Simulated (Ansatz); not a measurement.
# Dielectric response of SiC (10-10) films, part 5 of 6

How well do thin wurtzite SiC (10-10) films screen a perpendicular field?

Ansatz 0.2.0; plane-wave DFT, PBEsol, Ansatz PAW (the session's first sound run).

So far. Step 26 (Atoms held, 24 atoms, units 6, field -0.05 V/Å): The dipole is -0.0628 e·Å, and the gap on the mesh 1.484 eV.

**27. Response with the atoms held, 24 atoms, units 6**

This step: plane-wave DFT, PBEsol, Ansatz PAW; response to a field along the normal, atoms held (Ansatz 0.2.0).

Local field over the applied field, running mean. From the potentials at -0.05 and 0.05 V/Å; running mean over 2.667 Å, taken twice. Local field over applied field against z:

| z (Å) | local field over applied field |
| --- | --- |
| 5 | 0.987 |
| 6 | 0.929 |
| 7 | 0.765 |
| 8 | 0.505 |
| 9 | 0.262 |
| 10 | 0.136 |
| 11 | 0.113 |
| 12 | 0.122 |
| 13 | 0.131 |
| 14 | 0.135 |
| 15 | 0.138 |
| 16 | 0.139 |
| 17 | 0.138 |
| 18 | 0.136 |
| 19 | 0.132 |
| 20 | 0.124 |
| 21 | 0.115 |
| 22 | 0.124 |
| 23 | 0.222 |
| 24 | 0.443 |
| 25 | 0.712 |
| 26 | 0.902 |
| 27 | 0.980 |
| 28 | 0.997 |

The induced dipole is that of a conductor 14.62 Å thick.

**28. Relaxing in the field, 24 atoms, units 6, field 0.05 V/Å**

This step: plane-wave DFT, PBEsol, Ansatz PAW (Ansatz 0.2.0).

The same pair of relaxations in the field for this thickness.

input.yaml reads:

```yaml
crystal:
  lattice:
    - [3.08, 0.0, 0.0]
    - [0.0, 5.05, 0.0]
    - [0.0, 0.0, 32.2259106328]
  atoms:
    - { symbol: Si, position: [0.0, 0.0216997908, 0.2875630263] }
    - { symbol: C, position: [0.0, 0.3632462401, 0.2823510286] }
    - { symbol: Si, position: [0.5, 0.4891121433, 0.3051524889] }
    - { symbol: C, position: [0.5, 0.8632529739, 0.3061713111] }
    - { symbol: Si, position: [0.5, 0.0040004512, 0.3628259503] }
    - { symbol: C, position: [0.5, 0.3774291191, 0.3624663348] }
    - { symbol: Si, position: [0.0, 0.4988612805, 0.3896819388] }
    - { symbol: C, position: [0.0, 0.8757630279, 0.3895808306] }
    - { symbol: Si, position: [0.0, 0.0017922364, 0.4449273327] }
    - { symbol: C, position: [0.0, 0.3770754047, 0.4451385537] }
    - { symbol: Si, position: [0.5, 0.5009074442, 0.4725158726] }
    - { symbol: C, position: [0.5, 0.8768598723, 0.4722545291] }
    - { symbol: Si, position: [0.5, 0.0009074437, 0.5274841266] }
    - { symbol: C, position: [0.5, 0.3768598725, 0.5277454702] }
    - { symbol: Si, position: [0.0, 0.5017922368, 0.5550726664] }
    - { symbol: C, position: [0.0, 0.8770754053, 0.5548614462] }
    - { symbol: Si, position: [0.0, -0.0011387181, 0.6103180607] }
    - { symbol: C, position: [0.0, 0.37576303, 0.6104191699] }
    - { symbol: Si, position: [0.5, 0.5040004546, 0.6371740492] }
    - { symbol: C, position: [0.5, 0.8774291226, 0.6375336663] }
    - { symbol: Si, position: [0.5, -0.0108878532, 0.6948475111] }
    - { symbol: C, position: [0.5, 0.3632529792, 0.69382869] }
    - { symbol: Si, position: [0.0, 0.5216997975, 0.712436974] }
    - { symbol: C, position: [0.0, 0.8632462447, 0.717648972] }
kpoints:
  mp_grid: { grid: [8, 6, 1] }
hamiltonian:
  xc: pbesol
scf:
  occupations: { method: fixed }
  convergence: { dr2_threshold: 1.0e-10 }
efield:
  axis: 3
  dipole_correction: true
  ramp_position: 0.97
  ramp_width: 0.06
  amplitude: 0.05
relax:
  f_tol: 0.0006
  max_steps: 70
output:
  write_potential: true
  write_density: true
  volumetric_format: npy
```

Run with:

```
ansatz run input.yaml --threads 4 --pin off --max-ram 16384MiB --backend cpu --events-out ev --progress --plain --runs-dir out
```

Numbers of over 12 decimals in the logs are rounded to 6 here.

Output:

```text
[...]
Crystal: 24 atoms, lattice volume = 501.242 Å³
Basis set: ecut = 420 eV, 9773 PW (Γ), exchange–correlation on 48×72×432 points (8 copies of the dense FFT grid, shifted against one another)
Bands: 72, of which v1, the nominal top of the filled ones, is band 48 counted from 1 (47 counted from 0)
Symmetry: 2 space group operations
k-points: 20 of 48 (time reversal used)
[...]
- { symbol: Si, position: [0.0, -0.001153, 0.610325] }
    - { symbol: C, position: [0.0, 0.375747, 0.610416] }
    - { symbol: Si, position: [0.5, 0.503974, 0.637195] }
    - { symbol: C, position: [0.5, 0.877399, 0.637518] }
    - { symbol: Si, position: [0.5, -0.010932, 0.694849] }
    - { symbol: C, position: [0.5, 0.363192, 0.693827] }
    - { symbol: Si, position: [0.0, 0.521579, 0.712465] }
    - { symbol: C, position: [0.0, 0.863125, 0.717609] }
[key lines of the parts left out:]
SCF converged after 6 iterations
Free energy (F): -10419.466537 eV
Fermi energy:    1.872030 eV
Dipole field:    D = 0.023786 V/Å  (p = 0.065888 e·Å, saw-weighted, corrected)
```

The job ended after 1.7 min (4 threads of Arm Neoverse V1, shared host; peak memory 1.3 GiB).

The relaxation took 5 steps and lowered the energy by 7.7e-5 eV; the largest force on the free atoms ends at 2.8e-4 eV/Å.

The dipole is 0.0659 e·Å, and the gap on the mesh 1.507 eV.

**29. Field on, atoms free, 24 atoms, units 6, field -0.05 V/Å**

The opposite sign, again from the field-free geometry; the difference of the two cancels what relaxes without a field.

input.yaml: that of step 28 with these lines changed.

```diff
@@ -42,3 +42,3 @@
   ramp_width: 0.06
-  amplitude: 0.05
+  amplitude: -0.05
 relax:
```

Output:

```text
[...]
Crystal: 24 atoms, lattice volume = 501.242 Å³
Basis set: ecut = 420 eV, 9773 PW (Γ), exchange–correlation on 48×72×432 points (8 copies of the dense FFT grid, shifted against one another)
Bands: 72, of which v1, the nominal top of the filled ones, is band 48 counted from 1 (47 counted from 0)
Symmetry: 2 space group operations
k-points: 20 of 48 (time reversal used)
[...]
- { symbol: Si, position: [0.0, -0.00112951, 0.610312] }
    - { symbol: C, position: [0.0, 0.375770, 0.610425] }
    - { symbol: Si, position: [0.5, 0.504032, 0.637153] }
    - { symbol: C, position: [0.5, 0.877454, 0.637550] }
    - { symbol: Si, position: [0.5, -0.010835, 0.694848] }
    - { symbol: C, position: [0.5, 0.363314, 0.693832] }
    - { symbol: Si, position: [0.0, 0.521819, 0.712410] }
    - { symbol: C, position: [0.0, 0.863365, 0.717688] }
[key lines of the parts left out:]
SCF converged after 6 iterations
Free energy (F): -10419.466537 eV
Fermi energy:    1.872001 eV
Dipole field:    D = -0.023791 V/Å  (p = -0.065903 e·Å, saw-weighted, corrected)
```

It took 86 s on 4 threads; peak memory 1.2 GiB; 5.7 min of CPU time.

The relaxation took 4 steps and lowered the energy by 7.7e-5 eV; the largest force on the free atoms ends at 2.8e-4 eV/Å.

The dipole is -0.0659 e·Å, and the gap on the mesh 1.507 eV.

**30. Response with the atoms relaxed, 24 atoms, units 6**

This step: plane-wave DFT, PBEsol, Ansatz PAW; response to a field along the normal, atoms relaxed (Ansatz 0.2.0).

Local field over the applied field, running mean. From the potentials at -0.05 and 0.05 V/Å; running mean over 2.667 Å, taken twice. Table of local field over applied field by z:

z (Å), local field over applied field and a bar:
```
      4.5      0.995 ##############################
      5.0      0.987 ##############################
      5.5      0.969 #############################
      6.0      0.928 ############################
      6.5      0.860 ##########################
      7.0      0.763 ######################
      7.5      0.625 ##################
      8.0      0.477 #############
      8.5      0.339 #########
      9.0      0.227 #####
      9.5      0.132 ##
     10.0      0.087 #
     10.5      0.073 
     11.0      0.069 
     11.5      0.068 
     12.0      0.077 
     12.5      0.089 #
     13.0      0.090 #
     13.5      0.092 #
     14.0      0.095 #
     14.5      0.096 #
     15.0      0.096 #
     15.5      0.095 #
     16.0      0.095 #
     16.5      0.095 #
     17.0      0.095 #
     17.5      0.095 #
     18.0      0.094 #
     18.5      0.093 #
     19.0      0.091 #
     19.5      0.089 #
     20.0      0.083 
     20.5      0.070 
     21.0      0.068 
     21.5      0.071 
     22.0      0.081 
     22.5      0.106 #
     23.0      0.184 ####
     23.5      0.287 #######
     24.0      0.412 ###########
     24.5      0.558 ################
     25.0      0.703 ####################
     25.5      0.819 ########################
     26.0      0.899 ###########################
     26.5      0.954 #############################
     27.0      0.981 #############################
     27.5      0.993 ##############################
     28.0      0.997 ##############################
```

The induced dipole is that of a conductor 15.33 Å thick.

**31. Relaxation, 32 atoms, units 8**

This step: plane-wave DFT, PBEsol, Ansatz PAW (Ansatz 0.2.0).

System of this step: SiC (10-10), 8 units. The cell holds 32 atoms: 16 Si and 16 C. Its edges and angles: a = 3.080 Å, b = 5.050 Å, c = 37.561 Å, α = 90.0°, β = 90.0°, γ = 90.0°. It derives from SiC (wurtzite SiC). Vacuum lies along c.

The next thickness, treated alike, so that differences show the interior and the faces cancel.

input.yaml reads:

```yaml
crystal:
  lattice:
    - [3.08, 0.0, 0.0]
    - [0.0, 5.05, 0.0]
    - [0.0, 0.0, 37.5606271201]
  atoms:
    - { symbol: Si, position: [0.0, 0.0, 0.2396126127] }
    - { symbol: C, position: [0.0, 0.375, 0.2396126127] }
    - { symbol: Si, position: [0.5, 0.5, 0.2632841934] }
    - { symbol: C, position: [0.5, 0.875, 0.2632841934] }
    - { symbol: Si, position: [0.5, 0.0, 0.3106273547] }
    - { symbol: C, position: [0.5, 0.375, 0.3106273547] }
    - { symbol: Si, position: [0.0, 0.5, 0.3342989354] }
    - { symbol: C, position: [0.0, 0.875, 0.3342989354] }
    - { symbol: Si, position: [0.0, 0.0, 0.3816420967] }
    - { symbol: C, position: [0.0, 0.375, 0.3816420967] }
    - { symbol: Si, position: [0.5, 0.5, 0.4053136774] }
    - { symbol: C, position: [0.5, 0.875, 0.4053136774] }
    - { symbol: Si, position: [0.5, 0.0, 0.4526568387] }
    - { symbol: C, position: [0.5, 0.375, 0.4526568387] }
    - { symbol: Si, position: [0.0, 0.5, 0.4763284193] }
    - { symbol: C, position: [0.0, 0.875, 0.4763284193] }
    - { symbol: Si, position: [0.0, 0.0, 0.5236715807] }
    - { symbol: C, position: [0.0, 0.375, 0.5236715807] }
    - { symbol: Si, position: [0.5, 0.5, 0.5473431613] }
    - { symbol: C, position: [0.5, 0.875, 0.5473431613] }
    - { symbol: Si, position: [0.5, 0.0, 0.5946863226] }
    - { symbol: C, position: [0.5, 0.375, 0.5946863226] }
    - { symbol: Si, position: [0.0, 0.5, 0.6183579033] }
    - { symbol: C, position: [0.0, 0.875, 0.6183579033] }
    - { symbol: Si, position: [0.0, 0.0, 0.6657010646] }
    - { symbol: C, position: [0.0, 0.375, 0.6657010646] }
    - { symbol: Si, position: [0.5, 0.5, 0.6893726453] }
    - { symbol: C, position: [0.5, 0.875, 0.6893726453] }
    - { symbol: Si, position: [0.5, 0.0, 0.7367158066] }
    - { symbol: C, position: [0.5, 0.375, 0.7367158066] }
    - { symbol: Si, position: [0.0, 0.5, 0.7603873873] }
    - { symbol: C, position: [0.0, 0.875, 0.7603873873] }
kpoints:
  mp_grid: { grid: [8, 6, 1] }
hamiltonian:
  xc: pbesol
scf:
  occupations: { method: fixed }
  convergence: { dr2_threshold: 1.0e-09 }
efield:
  axis: 3
  dipole_correction: true
  ramp_position: 0.97
  ramp_width: 0.06
relax:
  f_tol: 0.003
  max_steps: 100
output:
  write_potential: true
  write_density: true
  volumetric_format: npy
```

Output:

```text
[...]
Crystal: 32 atoms, lattice volume = 584.218 Å³
Basis set: ecut = 420 eV, 11359 PW (Γ), exchange–correlation on 48×72×512 points (8 copies of the dense FFT grid, shifted against one another)
Bands: 96, of which v1, the nominal top of the filled ones, is band 64 counted from 1 (63 counted from 0)
Symmetry: 2 space group operations
[...]
- { symbol: Si, position: [0.500000, 0.503602, 0.688579] }
    - { symbol: C, position: [0.500000, 0.877014, 0.688920] }
    - { symbol: Si, position: [0.500000, -0.011341, 0.738091] }
    - { symbol: C, position: [0.500000, 0.362824, 0.737191] }
    - { symbol: Si, position: [-9.778906041345334e-18, 0.521266, 0.753165] }
    - { symbol: C, position: [-3.695385811370336e-18, 0.862815, 0.757658] }
[key lines of the parts left out:]
SCF converged after 7 iterations
Free energy (F): -13894.272321 eV
Fermi energy:    2.929700 eV
Dipole field:    D = 0.000000 V/Å  (p = 0.000001 e·Å, saw-weighted, corrected)
Work function:   Φ+ = 5.6894 eV   Φ− = 5.6894 eV
```

Run time: 3.6 min. Hardware: 4 threads; peak memory 1.8 GiB; 14 min of CPU time.

Running mean over 2.667 Å of the planar mean; the ramp of the sawtooth is left out. Electron's electrostatic potential energy less the highest filled level against z:

z (Å), electron's electrostatic potential energy less the highest filled level (eV) and a bar from the least value:
```
        4       5.69 ##############################
        5       5.69 ##############################
        6       5.66 ##############################
        7       5.22 #############################
        8       0.65 ###################
        9      -6.20 #####
       10      -8.04 #
       11      -7.92 #
       12      -7.62 ##
       13      -7.71 #
       14      -7.66 ##
       15      -7.66 ##
       16      -7.68 #
       17      -7.66 ##
       18      -7.67 ##
       19      -7.67 ##
       20      -7.65 ##
       21      -7.67 ##
       22      -7.68 #
       23      -7.65 ##
       24      -7.68 #
       25      -7.68 ##
       26      -7.58 ##
       27      -8.38 
       28      -7.44 ##
       29      -3.73 ##########
       30       3.54 #########################
       31       5.55 ##############################
       32       5.68 ##############################
       33       5.69 ##############################
       34       5.69 ##############################
```

The relaxation took 6 steps and lowered the energy by 1.3 eV; the largest force on the free atoms ends at 0.0028 eV/Å.

The gap is 1.56 eV, with the valence edge 5.69 eV and the conduction edge 4.13 eV under the upper vacuum level.

**32. Side by side**

Times are for 4 threads of Arm Neoverse V1, shared host. Results by setting:

```csv
no.,units,gap by band count (eV),"ionisation energy, upper face (eV)","electron affinity, upper face (eV)",time,memory (GiB)
1,3,1.401,5.470,4.069,45 s,0.76
2,4,1.448,5.578,4.130,69 s,0.90
3,5,1.513,5.634,4.121,1.9 min,1.1
4,6,1.541,5.665,4.123,2.7 min,1.3
5,8,1.564,5.689,4.126,3.6 min,1.8
```

The valence density, planar mean (3) oscillates, so the rows of the table below give means over windows of 1 Å about each position, cut where the curve ends. Its maxima inside the range that stand out by 2 % of the span (Å: e/Å³): 9.4: 0.578, 12.1: 0.548, 14.8: 0.578. Its minima: 10.8: 0.240, 13.5: 0.240.

The runs together. Table of valence density, planar mean by z; means over each step:

```csv
z (Å),3 (e/Å³),4 (e/Å³),5 (e/Å³),6 (e/Å³),8 (e/Å³)
5,2.1e-5,2.1e-5,2.2e-5,2.1e-5,2.1e-5
6,3.1e-4,3.2e-4,3.3e-4,3.2e-4,3.2e-4
7,0.00499,0.00505,0.00512,0.00504,0.00496
8,0.0772,0.0773,0.0777,0.0769,0.0759
9,0.432,0.430,0.428,0.427,0.426
10,0.444,0.445,0.445,0.446,0.447
11,0.286,0.287,0.287,0.287,0.287
12,0.500,0.497,0.497,0.495,0.494
13,0.326,0.329,0.331,0.332,0.333
14,0.375,0.354,0.353,0.353,0.352
15,0.500,0.485,0.484,0.484,0.484
16,0.132,0.279,0.282,0.284,0.284
17,0.00945,0.475,0.442,0.440,0.438
18,5.7e-4,0.387,0.411,0.412,0.413
19,3.8e-5,0.0591,0.299,0.293,0.294
20,2.6e-6,0.00377,0.528,0.496,0.493
21,0,2.4e-4,0.248,0.326,0.330
22,0,1.6e-5,0.0243,0.378,0.357
23,0,1.1e-6,0.00150,0.495,0.482
24,0,0,1.4e-4,0.189,0.291
```

**33. The relaxed film, single point, 32 atoms, units 8**

The next thickness, treated alike, so that differences show the interior and the faces cancel.

input.yaml reads:

```yaml
crystal:
  lattice:
    - [3.08, 0.0, 0.0]
    - [0.0, 5.05, 0.0]
    - [0.0, 0.0, 37.5606271201]
  atoms:
    - { symbol: Si, position: [0.0, 0.0212661249, 0.2468352846] }
    - { symbol: C, position: [0.0, 0.3628145606, 0.2423420149] }
    - { symbol: Si, position: [0.5, 0.4886593949, 0.2619092294] }
    - { symbol: C, position: [0.5, 0.8628234845, 0.2628087171] }
    - { symbol: Si, position: [0.5, 0.0036015802, 0.311420896] }
    - { symbol: C, position: [0.5, 0.3770136862, 0.3110804498] }
    - { symbol: Si, position: [0.0, 0.4983908046, 0.334432626] }
    - { symbol: C, position: [0.0, 0.87532803, 0.3343867431] }
    - { symbol: Si, position: [0.0, 0.0014994712, 0.381872927] }
    - { symbol: C, position: [0.0, 0.3767313429, 0.3819982806] }
    - { symbol: Si, position: [0.5, 0.5003748787, 0.4055074363] }
    - { symbol: C, position: [0.5, 0.8764483618, 0.4053489208] }
    - { symbol: Si, position: [0.5, 0.0009588926, 0.4527010763] }
    - { symbol: C, position: [0.5, 0.376687447, 0.4528360661] }
    - { symbol: Si, position: [0.0, 0.500769822, 0.476410421] }
    - { symbol: C, position: [0.0, 0.8766320269, 0.4762798675] }
    - { symbol: Si, position: [0.0, 0.0007698236, 0.5235895795] }
    - { symbol: C, position: [0.0, 0.3766320288, 0.5237201343] }
    - { symbol: Si, position: [0.5, 0.5009588969, 0.547298924] }
    - { symbol: C, position: [0.5, 0.8766874505, 0.5471639353] }
    - { symbol: Si, position: [0.5, 0.0003748872, 0.5944925635] }
    - { symbol: C, position: [0.5, 0.376448369, 0.5946510793] }
    - { symbol: Si, position: [0.0, 0.5014994809, 0.6181270723] }
    - { symbol: C, position: [0.0, 0.876731352, 0.618001719] }
    - { symbol: Si, position: [0.0, -0.0016091837, 0.6655673733] }
    - { symbol: C, position: [0.0, 0.3753280424, 0.665613256] }
    - { symbol: Si, position: [0.5, 0.5036015936, 0.6885791033] }
    - { symbol: C, position: [0.5, 0.8770137006, 0.6889195497] }
    - { symbol: Si, position: [0.5, -0.0113405877, 0.7380907704] }
    - { symbol: C, position: [0.5, 0.3628235039, 0.7371912831] }
    - { symbol: Si, position: [0.0, 0.5212661497, 0.7531647148] }
    - { symbol: C, position: [0.0, 0.8628145835, 0.7576579857] }
kpoints:
  mp_grid: { grid: [8, 6, 1] }
hamiltonian:
  xc: pbesol
scf:
  occupations: { method: fixed }
  convergence: { dr2_threshold: 1.0e-09 }
efield:
  axis: 3
  dipole_correction: true
  ramp_position: 0.97
  ramp_width: 0.06
output:
  eigenvalues: true
  dos: { projected: true, e_range: [-7, 7] }
  write_potential: true
  write_density: true
  volumetric_format: npy
checkpoint:
  write: end8.run
  compress: false
  write_wavefunctions: false
```

Output:

```text
[...]
Crystal: 32 atoms, lattice volume = 584.218 Å³
Basis set: ecut = 420 eV, 11359 PW (Γ)
Bands: 96, of which v1, the nominal top of the filled ones, is band 64 counted from 1 (63 counted from 0)
Symmetry: 2 space group operations
k-points: 20 of 48 (time reversal used)
[...]
k-point 0: bands = [... 60 lower, 2.8295, 2.8752, 2.9167, 2.9297, 5.5766, 5.6367, 5.7551, 5.9093, ... 28 higher]
  k-point 1: bands = [... 60 lower, 2.6999, 2.7203, 2.7530, 2.8175, 5.6462, 5.6541, 5.7621, 5.8901, ... 28 higher]
  k-point 2: bands = [... 60 lower, 2.3783, 2.5293, 2.7108, 2.7373, 5.4430, 5.4449, 5.8871, 5.9715, ... 28 higher]
  k-point 19: bands = [... 60 lower, 0.9407, 0.9407, 2.6834, 2.6834, 4.4935, 4.4935, 6.3021, 6.3021, ... 28 higher]
[key lines of the parts left out:]
SCF converged after 10 iterations
Free energy (F): -13894.272255 eV
Fermi energy:    2.929714 eV
Dipole field:    D = -0.000000 V/Å  (p = -0.000002 e·Å, saw-weighted, corrected)
Work function:   Φ+ = 5.6895 eV   Φ− = 5.6894 eV
```

Elapsed: 64 s, on 4 threads; peak memory 2.1 GiB; 4.2 min of CPU time.

Running mean over 2.667 Å of the planar mean; the ramp of the sawtooth is left out. Electron's electrostatic potential energy less the highest filled level against z:

```csv
z (Å),electron's electrostatic potential energy less the highest filled level (eV)
4,5.69
5,5.69
6,5.66
7,5.22
8,0.650
9,-6.20
10,-8.04
11,-7.92
12,-7.62
13,-7.71
14,-7.66
15,-7.66
16,-7.68
17,-7.66
18,-7.67
19,-7.67
20,-7.65
21,-7.67
22,-7.68
23,-7.65
24,-7.68
25,-7.68
26,-7.58
27,-8.38
28,-7.44
29,-3.73
30,3.54
31,5.55
32,5.68
33,5.69
34,5.69
```

The gap is 1.56 eV, with the valence edge 5.69 eV and the conduction edge 4.13 eV under the upper vacuum level.

**34. Single point, 32 atoms, units 8, field 0.05 V/Å**

input.yaml: that of step 33 with these lines changed.

```diff
@@ -44,3 +44,3 @@
   occupations: { method: fixed }
-  convergence: { dr2_threshold: 1.0e-09 }
+  convergence: { dr2_threshold: 1.0e-10 }
 efield:
@@ -50,5 +50,4 @@
   ramp_width: 0.06
+  amplitude: 0.05
 output:
-  eigenvalues: true
-  dos: { projected: true, e_range: [-7, 7] }
   write_potential: true
@@ -56,5 +55 @@
   volumetric_format: npy
-checkpoint:
-  write: end8.run
-  compress: false
-  write_wavefunctions: false
```

Output:

```text
[...]
Crystal: 32 atoms, lattice volume = 584.218 Å³
Basis set: ecut = 420 eV, 11359 PW (Γ)
Bands: 96, of which v1, the nominal top of the filled ones, is band 64 counted from 1 (63 counted from 0)
Symmetry: 2 space group operations
k-points: 20 of 48 (time reversal used)
[...]
k-point 0: bands = [... 60 lower, 2.8250, 2.8407, 2.9383, 2.9540, 5.5490, 5.6506, 5.7576, 5.9162, ... 28 higher]
  k-point 1: bands = [... 60 lower, 2.6800, 2.6962, 2.7963, 2.8250, 5.5842, 5.7106, 5.7577, 5.8965, ... 28 higher]
  k-point 2: bands = [... 60 lower, 2.3755, 2.5357, 2.6668, 2.7819, 5.3751, 5.5123, 5.8824, 5.9697, ... 28 higher]
  k-point 19: bands = [... 60 lower, 0.9289, 0.9859, 2.6200, 2.7466, 4.4313, 4.5554, 6.2964, 6.3036, ... 28 higher]
[key lines of the parts left out:]
SCF converged after 14 iterations
Free energy (F): -13894.274315 eV
Fermi energy:    2.971874 eV
Dipole field:    D = 0.025533 V/Å  (p = 0.082434 e·Å, saw-weighted, corrected)
```

Elapsed: 70 s, on 4 threads; peak memory 2.1 GiB.

The dipole is 0.0824 e·Å, and the gap on the mesh 1.459 eV.

(Continued in part 6 of 6.)

[Logs are printed without paths, hosts, clocks, repeated set-up lines and the standing remarks that a program may print on its own settings, such as how far it seeks lower states.]

[Hosts, paths, dates, database ids (printed as entryN), source tags and the programs' standing remarks are cut or masked in the printed files.]

[Maps of the electrostatic potential energy from Ansatz leave out the sawtooth potential of an applied field or a dipole correction, so their vacuum need not be flat; planar profiles and work functions include it.]
